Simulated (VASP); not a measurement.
# Rb (Fm-3m) in VASP: further runs

Runs on Rb. Level: r2SCAN. Tasks: single point.

Everything below comes from runs of VASP 6.6.1. Logs are shortened: lines on timing, memory, paths and dates and some standing lists are left out, and cuts for length are marked.

**1. The crystal as given**

It takes space group Fm-3m (No. 225, cubic). Conventional cell: a = 7.280 Å, b = 7.280 Å, c = 7.280 Å, α = 90.00°, β = 90.00°, γ = 90.00°.

This isn't the form of Rb at room conditions, which is bcc.

**2. Single point, r2SCAN**

The input, INCAR:

```
SYSTEM = Rb
PREC = Accurate
ENCUT = 300
EDIFF = 1E-6
ISMEAR = 1
SIGMA = 0.2
LREAL = .FALSE.
LASPH = .TRUE.
NELM = 100
ALGO = Normal
ISIF = 2
LWAVE = .FALSE.
LCHARG = .FALSE.
METAGGA = R2SCAN
LMIXTAU = .TRUE.
ADDGRID = .FALSE.
```

The input, KPOINTS:

```
regular mesh
0
G
  5 5 5
  0 0 0
```

The input, POSCAR:

```
Rb
1.0
    0.0790870000      3.6559800000      3.6130310000
    3.6559400000      0.0406780000      3.6514400000
    3.6810400000      3.7194890000      0.0155780000
Rb
1
Direct
   -0.0191540000      0.0033960000      0.0084760000
```

Potentials or basis: VASP PAW PBE potentials, release 64 (Rb_sv).

Command:

```bash
$ cat potpaw_PBE.64/Rb_sv/POTCAR > POTCAR
$ mpirun -np 1 vasp_std > vasp.out
```

OUTCAR:

```text
SYSTEM = Rb
   PREC = Accurate
   ENCUT = 300
   EDIFF = 1E-6
   ISMEAR = 1
   LREAL = .FALSE.
   LASPH = .TRUE.
   NELM = 100
   ISIF = 2
   METAGGA = R2SCAN

 Found     63 irreducible k-points:

 Following reciprocal coordinates:
            Coordinates               Weight
  0.000000  0.000000  0.000000      1.000000
  0.200000 -0.000000  0.000000      2.000000
  0.400000  0.000000  0.000000      2.000000
  0.000000  0.200000  0.000000      2.000000
  0.200000  0.200000  0.000000      2.000000
  0.400000  0.200000  0.000000      2.000000
   k-points           NKPTS =     63   k-points in BZ     NKDIM =     63   number of bands    NBANDS=      8
   number of dos      NEDOS =    301   number of ions     NIONS =      1
   total plane-waves  NPLWV =  27000
   dimension x,y,z NGX =    30 NGY =   30 NGZ =   30
   dimension x,y,z NGXF=    60 NGYF=   60 NGZF=   60
   ions per type =               1
   NGX,Y,Z   is equivalent  to a cutoff of   9.70,  9.65,  9.53 a.u.
   NGXF,Y,Z  is equivalent  to a cutoff of  19.40, 19.30, 19.06 a.u.
 SYSTEM =  Rb
   PREC   = accura    normal or accurate (medium, high low for compatibility)
   ISTART =      0    job   : 0-new  1-cont  2-samecut
   ICHARG =      2    charge: 1-file 2-atom 10-const
   ISPIN  =      1    spin polarized calculation?
   LNONCOLLINEAR =      F non collinear calculations
   LSORBIT =      F    spin-orbit coupling
   LASPH  =      T    aspherical Exc in radial PAW
   ENCUT  =  300.0 eV  22.05 Ry    4.70 a.u.   7.26  7.30  7.39*2*pi/ulx,y,z
   NELM   =    100;   NELMIN=  2; NELMDL= -5     # of ELM steps
   EDIFF  = 0.1E-05   stopping-criterion for ELM
   LREAL  =      F    real-space projection
   EDIFFG = 0.1E-04   stopping-criterion for IOM
   NSW    =      0    number of steps for IOM
   IBRION =     -1    ionic relax: 0-MD 1-quasi-New 2-CG
   NFREE  =      0    steps in history (QN), initial steepest desc. (CG)
   ISIF   =      2    stress and relaxation
   ISYM   =      2    0-nonsym 1-usesym 2-fastsym
   POTIM  = 0.5000    time-step for ionic-motion
   TEBEG  =    0.0;   TEEND  =   0.0 temperature during run
   PSTRESS=    0.0 pullay stress
   NELECT =       9.0000    total number of electrons
   NUPDOWN=      -1.0000    fix difference up-down
   EMIN   =  10.00;   EMAX   =-10.00  energy-range for DOS
   EFERMI =   0.00;   METHOD = LEGACY
   ISMEAR =     1;   SIGMA  =   0.20  broadening in eV -4-tet -1-fermi 0-gaus
   EFERMI_NEDOS =   21; number of points for ismear=-14 and -15
   IALGO  =     38    algorithm
   IMIX   =      4    mixing-type and parameters
     AMIX     =   0.40;   BMIX     =  1.00
     AMIX_MAG =   1.60;   BMIX_MAG =  1.00
  volume/ion in A,a.u.               =      96.45       650.86
  Fermi-wavevector in a.u.,A,eV,Ry     =   0.742548  1.403213  7.501953  0.551378
  Thomas-Fermi vector in A             =   1.837453
   LORBIT       =      0    0 simple, 1 ext, 2 COOP (PROOUT), +10 PAW based schemes
   METAGGA = R2SCAN    functional components
   LHFCALC =     F    Hartree Fock is set to
   AEXX    =    0.0000 exact exchange contribution
   IVDW    =     0    specifies the selected vdW correction
   LEPSILON=     F    determine dielectric tensor
   LRPA    =     F    only Hartree local field effects (RPA)
 non-spin polarized calculation
 Methfessel and Paxton  Order N= 1 SIGMA  =   0.20
  energy-cutoff  :      300.00
  volume of cell :       96.45
 maximum number of plane-waves:      1151
 NGX is ok and might be reduce to    30
   NGX = 15   NGY = 15   NGZ = 15

 number of electron       9.0000000 magnetization

 Free energy of the ion-electron system (eV)
  ---------------------------------------------------
  ext. energy  EPLUGINS =         0.00000000
  ---------------------------------------------------
  free energy    TOTEN  =       -13.94378201 eV

  energy without entropy =      -13.94670649  energy(sigma->0) =      -13.94475683

 E-fermi :   0.0663     XC(G=0):  -5.5853

 val. band max:        0.0275262358   @ k =   0.4000   0.4000   0.0000
 cond. band min:       0.3036691621   @ k =  -0.4000  -0.4000   0.4000
 fundamental gap:      0.2761429263
 Fermi energy:         0.0662891515

 k-point     1 :       0.0000    0.0000    0.0000
  band No.  band energies     occupation
      1     -30.1657      2.00000
      2     -13.6606      2.00000
      3     -13.6604      2.00000
      4     -13.6603      2.00000
      5      -2.0806      2.00000
      6       3.7772     -0.00000
      7       3.8805     -0.00000
      8       4.0299     -0.00000

 k-point     2 :       0.2000   -0.0000    0.0000
  band No.  band energies     occupation
      1     -30.1645      2.00000
      2     -13.6903      2.00000
      3     -13.6651      2.00000
      4     -13.6643      2.00000
      5      -1.6232      2.00000
      6       2.9133     -0.00000
      7       3.8806     -0.00000
      8       4.0026     -0.00000

 k-point     3 :       0.4000    0.0000    0.0000
  band No.  band energies     occupation
      1     -30.1625      2.00000
      2     -13.7377      2.00000
      3     -13.6724      2.00000
      4     -13.6707      2.00000
      5      -0.3962      2.00514
      6       1.2709     -0.00000
      7       3.5912     -0.00000
      8       3.7164     -0.00000

 k-point     4 :       0.0000    0.2000    0.0000
  band No.  band energies     occupation
      1     -30.1646      2.00000
      2     -13.6889      2.00000
      3     -13.6645      2.00000
      4     -13.6639      2.00000
      5      -1.6362      2.00000
      6       2.8303     -0.00000
      7       3.8537     -0.00000
      8       4.1044      0.00000

 k-point     5 :       0.2000    0.2000    0.0000
  band No.  band energies     occupation
      1     -30.1643      2.00000
      2     -13.6876      2.00000
      3     -13.6711      2.00000
      4     -13.6700      2.00000
      5      -1.4899      2.00000
      6       2.8993     -0.00000
      7       3.8112     -0.00000
      8       3.8724     -0.00000

 k-point     6 :       0.4000    0.2000    0.0000
  band No.  band energies     occupation
      1     -30.1625      2.00000
      2     -13.7225      2.00000
      3     -13.6803      2.00000
      4     -13.6787      2.00000
      5      -0.5268      2.00023
      6       1.9372     -0.00000
      7       2.8463     -0.00000
      8       3.8454     -0.00000

 [... further k-points ...]

------------------------ aborting loop because EDIFF is reached ----------------------------------------

  FORCE on cell =-STRESS in cart. coord.  units (eV):
  Direction    XX          YY          ZZ          XY          YZ          ZX
  --------------------------------------------------------------------------------------
  -------------------------------------------------------------------------------------
  Total       -0.0593396     -0.0648029     -0.0607208     -0.0580203      0.0125283     -0.0306307
  in kB       -0.9857398     -1.0764950     -1.0086845     -0.9638239      0.2081187     -0.5088324
  external PRESSURE =      -1.0236398 kB  Pullay stress =       0.0000000 kB

 VOLUME and BASIS-vectors are now :
 -----------------------------------------------------------------------------
  energy-cutoff  :      300.00
  volume of cell :       96.45
      direct lattice vectors                 reciprocal lattice vectors
     0.079087000  3.655980000  3.613031000    -0.140810279  0.138770703  0.139437870
     3.655940000  0.040678000  3.651440000     0.138745112 -0.137882505  0.136484505
     3.681040000  3.719489000  0.015578000     0.136888613  0.133960839 -0.138549672

 POSITION                                       TOTAL-FORCE (eV/Angst)
 -----------------------------------------------------------------------------------
      0.12119      3.61762      3.55636         0.000000      0.000000     -0.000000
 -----------------------------------------------------------------------------------
    total drift:                               -0.000001      0.000001     -0.000000

  FREE ENERGIE OF THE ION-ELECTRON SYSTEM (eV)
  ---------------------------------------------------
  free  energy   TOTEN  =       -13.9437820081 eV

  energy  without entropy=      -13.9467064864  energy(sigma->0) =      -13.94475683
```

It took 1.9 min on 1 thread of Intel Xeon 6975P-C (Granite Rapids), shared host; peak memory 0.17 GiB.

The run converged, but some of its settings lie outside the range that counts as converged, so its numbers aren't taken as properties of the crystal.

What came out:

```yaml
Free_energy: -13.9438 eV
Pressure: -0.1 GPa
Band_gap_on_the_k_mesh: none (metal or under the smearing width)
```

Caveat: the PAW data sets were made with another functional, which shifts forces and pressure a little.

**3. Single point, r2SCAN**

Changes to INCAR since step 2:

```diff
@@ -2,3 +2,3 @@
 PREC = Accurate
-ENCUT = 300
+ENCUT = 250
 EDIFF = 1E-6
```

The input, KPOINTS:

```
regular mesh
0
G
  6 6 6
  0 0 0
```

The input, POSCAR:

```
Rb
1.0
    0.0000000000      3.6398846700      3.6398846700
    3.6398846700      0.0000000000      3.6398846700
    3.6398846700      3.6398846700      0.0000000000
Rb
1
Direct
    0.0000000000      0.0000000000      0.0000000000
```

Potentials or basis: VASP PAW PBE potentials, release 64 (Rb_sv).

Command:

```bash
$ cat potpaw_PBE.64/Rb_sv/POTCAR > POTCAR
$ mpirun -np 1 vasp_std > vasp.out
```

Run time: 24 s. Hardware: 1 thread of Intel Xeon 6975P-C (Granite Rapids), shared host; peak memory 0.14 GiB.

The run converged, but some of its settings lie outside the range that counts as converged, so its numbers aren't taken as properties of the crystal.

Results:

```
Free energy            : -13.9116 eV
Band gap on the k mesh : none (metal or under the smearing width)
```

Caveat: the cutoff is under 1.25 times the usual one of these potentials, so pressure, stress and relaxed cells hold a basis-set (Pulay) error; the PAW data sets were made with another functional, which shifts forces and pressure a little.

**4. Single point, r2SCAN**

INCAR is that of step 3.

KPOINTS is that of step 3.

The input, POSCAR:

```
Rb
1.0
    0.0790870000      3.6559800000      3.6130310000
    3.6559400000      0.0406780000      3.6514400000
    3.6810400000      3.7194890000      0.0155780000
Rb
1
Direct
   -0.0191540000      0.0033960000      0.0084760000
```

Potentials or basis: VASP PAW PBE potentials, release 64 (Rb_sv).

Command:

```bash
$ cat potpaw_PBE.64/Rb_sv/POTCAR > POTCAR
$ mpirun -np 1 vasp_std > vasp.out
```

OUTCAR:

```text
SYSTEM = Rb
   PREC = Accurate
   ENCUT = 250
   EDIFF = 1E-6
   ISMEAR = 1
   LREAL = .FALSE.
   LASPH = .TRUE.
   NELM = 100
   ISIF = 2
   METAGGA = R2SCAN

 Found    112 irreducible k-points:

 Following reciprocal coordinates:
            Coordinates               Weight
  0.000000  0.000000  0.000000      1.000000
  0.166667 -0.000000  0.000000      2.000000
  0.333333 -0.000000  0.000000      2.000000
  0.500000  0.000000  0.000000      1.000000
  0.000000  0.166667  0.000000      2.000000
  0.166667  0.166667  0.000000      2.000000
   k-points           NKPTS =    112   k-points in BZ     NKDIM =    112   number of bands    NBANDS=      8
[... 143 lines left out ...]

  FORCE on cell =-STRESS in cart. coord.  units (eV):
  Direction    XX          YY          ZZ          XY          YZ          ZX
  --------------------------------------------------------------------------------------
  -------------------------------------------------------------------------------------
  Total       -0.0465769     -0.0490441     -0.0439907     -0.0350505      0.0065965     -0.0167216
  in kB       -0.7737283     -0.8147123     -0.7307669     -0.5822538      0.1095806     -0.2777773
  external PRESSURE =      -0.7730692 kB  Pullay stress =       0.0000000 kB

 VOLUME and BASIS-vectors are now :
 -----------------------------------------------------------------------------
  energy-cutoff  :      250.00
  volume of cell :       96.45
      direct lattice vectors                 reciprocal lattice vectors
     0.079087000  3.655980000  3.613031000    -0.140810279  0.138770703  0.139437870
     3.655940000  0.040678000  3.651440000     0.138745112 -0.137882505  0.136484505
     3.681040000  3.719489000  0.015578000     0.136888613  0.133960839 -0.138549672

 POSITION                                       TOTAL-FORCE (eV/Angst)
 -----------------------------------------------------------------------------------
      0.12119      3.61762      3.55636        -0.000000     -0.000000      0.000000
 -----------------------------------------------------------------------------------
    total drift:                               -0.000001     -0.000000     -0.000001

  FREE ENERGIE OF THE ION-ELECTRON SYSTEM (eV)
  ---------------------------------------------------
  free  energy   TOTEN  =       -13.9112685908 eV

  energy  without entropy=      -13.9128559193  energy(sigma->0) =      -13.91179770
```

Wall time 2.2 min (1 thread of Intel Xeon 6975P-C (Granite Rapids), shared host); peak memory 0.17 GiB.

These settings aren't checked as converged: the numbers below hold their error.

What came out:

```
Free energy            : -13.9113 eV
Band gap on the k mesh : none (metal or under the smearing width)
```

Caveat: the cutoff is under 1.25 times the usual one of these potentials, so pressure, stress and relaxed cells hold a basis-set (Pulay) error; the PAW data sets were made with another functional, which shifts forces and pressure a little.

**5. Single point, r2SCAN**

Changes to INCAR since step 4:

```diff
@@ -2,3 +2,3 @@
 PREC = Accurate
-ENCUT = 250
+ENCUT = 400
 EDIFF = 1E-6
```

The input, KPOINTS:

```
regular mesh
0
G
  5 5 5
  0 0 0
```

The input, POSCAR:

```
Rb
1.0
    0.0000000000      3.6398846700      3.6398846700
    3.6398846700      0.0000000000      3.6398846700
    3.6398846700      3.6398846700      0.0000000000
Rb
1
Direct
    0.0000000000      0.0000000000      0.0000000000
```

Command:

```bash
$ cat potpaw_PBE.64/Rb_sv/POTCAR > POTCAR
$ mpirun -np 1 vasp_std > vasp.out
```

Wall time 37 s (1 thread of Intel Xeon 6975P-C (Granite Rapids), shared host); peak memory 0.2 GiB.

These settings aren't checked as converged: the numbers below hold their error.

Results:

| Quantity | Value |
| --- | --- |
| Free energy | -13.9463 eV |
| Pressure | 0.0 GPa |
| Band gap on the k mesh | none (metal or under the smearing width) |

Caveat: the PAW data sets were made with another functional, which shifts forces and pressure a little.

(Part 1 of 2 ends here.)
